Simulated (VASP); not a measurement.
# Ir in VASP: work function with PBE

Aim: the work function of Ir with PBE.

Everything below comes from runs of VASP 6.6.1. Logs are shortened: lines on timing, memory, paths and dates and some standing lists are left out, and cuts for length are marked.

## Step 1: Starting point

The cell holds a slab with vacuum, 6 atoms: a = 2.719 Å, b = 2.719 Å, c = 32.514 Å, α = 90.00°, β = 90.00°, γ = 120.00°.

The cell was built by a generator and needn't be a form met in nature.

## Step 2: Work function, PBE

Contents of INCAR:

```
PREC = Accurate
ENCUT = 520
EDIFF = 1E-7
ISMEAR = 1
SIGMA = 0.1
LREAL = False
LASPH = True
NELM = 80
ALGO = Fast
ISIF = 2
LWAVE = False
LCHARG = True
LDIPOL = True
IDIPOL = 3
DIPOL = 0.5 0.5 0.500
GGA = PE
LVHAR = True
LVACPOTAV = True
KPAR = 2
```

Contents of KPOINTS:

```
regular mesh
0
Gamma
  14 14 1
```

Contents of POSCAR:

```
Ir                                      
1.0
    2.7193470000      0.0000000000      0.0000000000
   -1.3596735000      2.3550235400      0.0000000000
    0.0000000000      0.0000000000     32.5142012800
  Ir            
     6
Direct
     0.6666669999999968    0.3333330000000032    0.3288830841876630
     0.3333340000000007    0.6666659999999993    0.3965999231537896
     0.0000000000000000    0.0000000000000000    0.4653958692228510
     0.6666669999999968    0.3333330000000032    0.5346072407771432
     0.3333340000000007    0.6666659999999993    0.6034000768462104
     0.0000000000000000    0.0000000000000000    0.6711169158123370
```

Potentials or basis: VASP PAW PBE potentials, release 64 (Ir).

Run with:

```
$ cat potpaw_PBE.64/Ir/POTCAR > POTCAR
$ mpirun -np 2 vasp_std > vasp.out
```

OUTCAR:

```text
PREC = Accurate
   ENCUT = 520
   EDIFF = 1E-7
   ISMEAR = 1
   LREAL = False
   LASPH = True
   NELM = 80
   ISIF = 2
   GGA = PE

 ion  position               nearest neighbor table
   1  0.667  0.333  0.329-   2 2.70   2 2.70   2 2.70
   2  0.333  0.667  0.397-   1 2.70   1 2.70   1 2.70   3 2.73   3 2.73   3 2.73
   3  0.000  0.000  0.465-   2 2.73   2 2.73   2 2.73   4 2.74   4 2.74   4 2.74
   4  0.667  0.333  0.535-   5 2.73   5 2.73   5 2.73   3 2.74   3 2.74   3 2.74
   5  0.333  0.667  0.603-   6 2.70   6 2.70   6 2.70   4 2.73   4 2.73   4 2.73
   6  0.000  0.000  0.671-   5 2.70   5 2.70   5 2.70

  LATTYP: Found a hexagonal cell.
 ALAT       =     2.7193470000
 C/A-ratio  =    11.9566209388

  Lattice vectors:

 A1 = (   2.7193470000,   0.0000000000,   0.0000000000)
 A2 = (  -1.3596735000,   2.3550235400,   0.0000000000)
 A3 = (   0.0000000000,   0.0000000000,  32.5142012800)

Analysis of symmetry for initial positions (statically):
=====================================================================
 Subroutine PRICEL returns:
 Original cell was already a primitive cell.

 Routine SETGRP: Setting up the symmetry group for a
 hexagonal supercell.

 Subroutine GETGRP returns: Found 12 space group operations
 (whereof  6 operations were pure point group operations)
 out of a pool of 24 trial point group operations.

The static configuration has the point symmetry C_3v.
 The point group associated with its full space group is D_3d.

Analysis of symmetry for dynamics (positions and initial velocities):
=====================================================================
 Subroutine PRICEL returns:
 Original cell was already a primitive cell.

 Routine SETGRP: Setting up the symmetry group for a
 hexagonal supercell.

 Subroutine GETGRP returns: Found 12 space group operations
 (whereof  6 operations were pure point group operations)
 out of a pool of 24 trial point group operations.

The dynamic configuration has the point symmetry C_3v.
 The point group associated with its full space group is D_3d.

 Subroutine INISYM returns: Found 12 space group operations
 (whereof  6 operations are pure point group operations),
 and found     1 'primitive' translations

----------------------------------------------------------------------------------------

                                     Primitive cell

  volume of cell :     208.2250

  direct lattice vectors                    reciprocal lattice vectors
     2.719347000  0.000000000  0.000000000     0.367735342  0.212312103  0.000000000
    -1.359673500  2.355023540  0.000000000     0.000000000  0.424624206  0.000000000
     0.000000000  0.000000000 32.514201280     0.000000000  0.000000000  0.030755792

  length of vectors
     2.719347000  2.719346962 32.514201280     0.424624200  0.424624206  0.030755792

  position of ions in fractional coordinates (direct lattice)
     0.666667000  0.333333000  0.328883084
     0.333334000  0.666666000  0.396599923
     0.000000000  0.000000000  0.465395869
     0.666667000  0.333333000  0.534607241
     0.333334000  0.666666000  0.603400077
     0.000000000  0.000000000  0.671116916

  ion indices of the primitive-cell ions
   primitive index   ion index
                 1           1
                 2           2
                 3           3
                 4           4
                 5           5
                 6           6

----------------------------------------------------------------------------------------

 KPOINTS: regular mesh

Automatic generation of k-mesh.
 Grid dimensions read from file:
 generate k-points for:   14   14    1

 Generating k-lattice:

  Cartesian coordinates                     Fractional coordinates (reciprocal lattice)
     0.026266810  0.015165150  0.000000000     0.071428571  0.000000000  0.000000000
     0.000000000  0.030330300  0.000000000     0.000000000  0.071428571  0.000000000
     0.000000000  0.000000000  0.030755792     0.000000000  0.000000000  1.000000000

  Length of vectors
     0.030330300  0.030330300  0.030755792

  Shift w.r.t. Gamma in fractional coordinates (k-lattice)
     0.000000000  0.000000000  0.000000000

 Subroutine IBZKPT returns following result:
 ===========================================

 Found     24 irreducible k-points:

 Following reciprocal coordinates:
            Coordinates               Weight
  0.000000  0.000000  0.000000      1.000000
  0.071429 -0.000000  0.000000      6.000000
  0.142857 -0.000000  0.000000      6.000000
  0.214286 -0.000000  0.000000      6.000000
  0.285714 -0.000000  0.000000      6.000000
  0.357143 -0.000000  0.000000      6.000000
[... 16 lines left out ...]
  0.285714  0.285714  0.000000      6.000000
  0.357143  0.285714  0.000000      6.000000
   k-points           NKPTS =     24   k-points in BZ     NKDIM =     24   number of bands    NBANDS=     32
   number of dos      NEDOS =    301   number of ions     NIONS =      6
   total plane-waves  NPLWV = 100000
   dimension x,y,z NGX =    20 NGY =   20 NGZ =  250
   dimension x,y,z NGXF=    40 NGYF=   40 NGZF=  500
   ions per type =               6
   NGX,Y,Z   is equivalent  to a cutoff of  12.23, 12.23, 12.78 a.u.
   NGXF,Y,Z  is equivalent  to a cutoff of  24.45, 24.45, 25.57 a.u.
 SYSTEM =  unknown system
   PREC   = accura    normal or accurate (medium, high low for compatibility)
   ISTART =      0    job   : 0-new  1-cont  2-samecut
   ICHARG =      2    charge: 1-file 2-atom 10-const
   ISPIN  =      1    spin polarized calculation?
   LNONCOLLINEAR =      F non collinear calculations
   LSORBIT =      F    spin-orbit coupling
   LASPH  =      T    aspherical Exc in radial PAW
   ENCUT  =  520.0 eV  38.22 Ry    6.18 a.u.   5.06  5.06 60.45*2*pi/ulx,y,z
   NELM   =     80;   NELMIN=  2; NELMDL= -5     # of ELM steps
   EDIFF  = 0.1E-06   stopping-criterion for ELM
   LREAL  =      F    real-space projection
   EDIFFG = 0.1E-05   stopping-criterion for IOM
   NSW    =      0    number of steps for IOM
   IBRION =     -1    ionic relax: 0-MD 1-quasi-New 2-CG
   NFREE  =      0    steps in history (QN), initial steepest desc. (CG)
   ISIF   =      2    stress and relaxation
   ISYM   =      2    0-nonsym 1-usesym 2-fastsym
   POTIM  = 0.5000    time-step for ionic-motion
   TEBEG  =    0.0;   TEEND  =   0.0 temperature during run
   PSTRESS=    0.0 pullay stress
   NELECT =      54.0000    total number of electrons
   NUPDOWN=      -1.0000    fix difference up-down
   EMIN   =  10.00;   EMAX   =-10.00  energy-range for DOS
   EFERMI =   0.00;   METHOD = LEGACY
   ISMEAR =     1;   SIGMA  =   0.10  broadening in eV -4-tet -1-fermi 0-gaus
   EFERMI_NEDOS =   21; number of points for ismear=-14 and -15
   IALGO  =     68    algorithm
   IMIX   =      4    mixing-type and parameters
     AMIX     =   0.40;   BMIX     =  1.00
     AMIX_MAG =   1.60;   BMIX_MAG =  1.00
  volume/ion in A,a.u.               =      34.70       234.20
  Fermi-wavevector in a.u.,A,eV,Ry     =   1.043987  1.972849 14.829110  1.089909
  Thomas-Fermi vector in A             =   2.178720
   LORBIT       =      0    0 simple, 1 ext, 2 COOP (PROOUT), +10 PAW based schemes
   GGA     = PE    functional components
   LHFCALC =     F    Hartree Fock is set to
   AEXX    =    0.0000 exact exchange contribution
   IVDW    =     0    specifies the selected vdW correction
   LEPSILON=     F    determine dielectric tensor
   LRPA    =     F    only Hartree local field effects (RPA)
 non-spin polarized calculation
 RMM-DIIS sequential band-by-band and
 Methfessel and Paxton  Order N= 1 SIGMA  =   0.10
  energy-cutoff  :      520.00
  volume of cell :      208.23
 maximum number of plane-waves:      5649
   NGX = 11   NGY = 11   NGZ =121

 number of electron      54.0000002 magnetization

 dipolmoment           0.000000      0.000000     -0.000648 electrons x Angstroem

 Free energy of the ion-electron system (eV)
  ---------------------------------------------------
  ext. energy  EPLUGINS =         0.00000000
  ---------------------------------------------------
  free energy    TOTEN  =       -51.25847163 eV

  energy without entropy =      -51.25969597  energy(sigma->0) =      -51.25887974

 E-fermi :   0.9363     XC(G=0):  -6.3384

 val. band max:        0.9264412743   @ k =   0.2857  -0.0000   0.0000
 cond. band min:       0.9469933321   @ k =   0.2143   0.0714   0.0000
 fundamental gap:      0.0205520578
 Fermi energy:         0.9362809160

 k-point     1 :       0.0000    0.0000    0.0000
  band No.  band energies     occupation
      1      -9.7230      2.00000
      2      -9.0013      2.00000
      3      -7.9553      2.00000
      4      -7.1361      2.00000
      5      -6.8010      2.00000
      6      -6.7597      2.00000
[... 24 lines left out ...]
     31       0.7334      2.01453
     32       1.0096      0.05800

 k-point     2 :       0.0714   -0.0000    0.0000
  band No.  band energies     occupation
      1      -9.5254      2.00000
      2      -8.8087      2.00000
      3      -7.7635      2.00000
      4      -6.9401      2.00000
      5      -6.6069      2.00000
      6      -6.5635      2.00000
[... 24 lines left out ...]
     31       0.4253      2.00000
     32       0.7467      2.02208
[... 733 lines left out ...]
     31       5.0021      0.00000
     32       5.4620      0.00000

 k-point    24 :       0.3571    0.2857    0.0000
  band No.  band energies     occupation
      1      -5.4140      2.00000
      2      -5.1763      2.00000
      3      -5.0391      2.00000
      4      -4.9404      2.00000
      5      -4.6804      2.00000
      6      -4.5462      2.00000
[... 24 lines left out ...]
     31       6.0246      0.00000
     32       6.0898      0.00000

------------------------ aborting loop because EDIFF is reached ----------------------------------------

 vacuum level on the upper side and lower side of the slab       (xc-potential included)        -0.134        -0.118

  FORCE on cell =-STRESS in cart. coord.  units (eV):
  Direction    XX          YY          ZZ          XY          YZ          ZX
  --------------------------------------------------------------------------------------
  -------------------------------------------------------------------------------------
  Total       -1.0119007     -1.0119007     -0.1124600      0.0000000      0.0000000      0.0000000
  in kB       -7.7860201     -7.7860198     -0.8653176      0.0000000      0.0000000      0.0000000
  external PRESSURE =      -5.4791192 kB  Pullay stress =       0.0000000 kB

 VOLUME and BASIS-vectors are now :
 -----------------------------------------------------------------------------
  energy-cutoff  :      520.00
  volume of cell :      208.23
      direct lattice vectors                 reciprocal lattice vectors
     2.719347000  0.000000000  0.000000000     0.367735342  0.212312103  0.000000000
    -1.359673500  2.355023540  0.000000000     0.000000000  0.424624206  0.000000000
     0.000000000  0.000000000 32.514201280     0.000000000  0.000000000  0.030755792

 POSITION                                       TOTAL-FORCE (eV/Angst)
 -----------------------------------------------------------------------------------
      1.35967      0.78501     10.69337        -0.000000      0.000000      0.000340
      0.00000      1.57001     12.89513         0.000000      0.000000      0.004581
      0.00000      0.00000     15.13197        -0.000000      0.000000      0.008694
      1.35967      0.78501     17.38233         0.000000      0.000000     -0.008694
      0.00000      1.57001     19.61907        -0.000000      0.000000     -0.004581
      0.00000      0.00000     21.82083         0.000000     -0.000000     -0.000340
 -----------------------------------------------------------------------------------
    total drift:                               -0.000497      0.000287     -0.080023

  FREE ENERGIE OF THE ION-ELECTRON SYSTEM (eV)
  ---------------------------------------------------
  free  energy   TOTEN  =       -51.2584716268 eV

  energy  without entropy=      -51.2596959731  energy(sigma->0) =      -51.25887974

 vacuum level on the upper side and lower side of the slab         6.429         6.447
```

It took 3.9 min on 2 MPI ranks of Intel Xeon Platinum 8488C (Sapphire Rapids), shared host; peak memory 0.36 GiB.

Results:

```
Free energy                     : -51.2585 eV
Largest force                   : 0.009 eV/Å
Work function of the upper face : 5.49 eV
Work function of the lower face : 5.51 eV
```

Forces on the atoms (eV/Å):
```
Ir   0.000  0.000  0.000
Ir   0.000  0.000  0.005
Ir   0.000  0.000  0.009
Ir   0.000  0.000 -0.009
Ir   0.000  0.000 -0.005
Ir   0.000  0.000  0.000
```

Levels at points of the mesh, in eV from the Fermi level:
| k point | band 24 | band 25 | band 26 | band 27 | band 28 | band 29 |
| --- | --- | --- | --- | --- | --- | --- |
| (0.00, 0.00, 0.00) | -1.16 | -1.16 | -1.13 | -1.13 | -0.83 | -0.83 |
| (0.50, 0.00, 0.00) | 0.75 | 0.99 | 1.04 | 1.06 | 1.16 | 1.35 |

Caveat: the bands computed are all filled at some k points, so no gap is given. Spin-orbit coupling is left out, which matters for the levels of Ir.
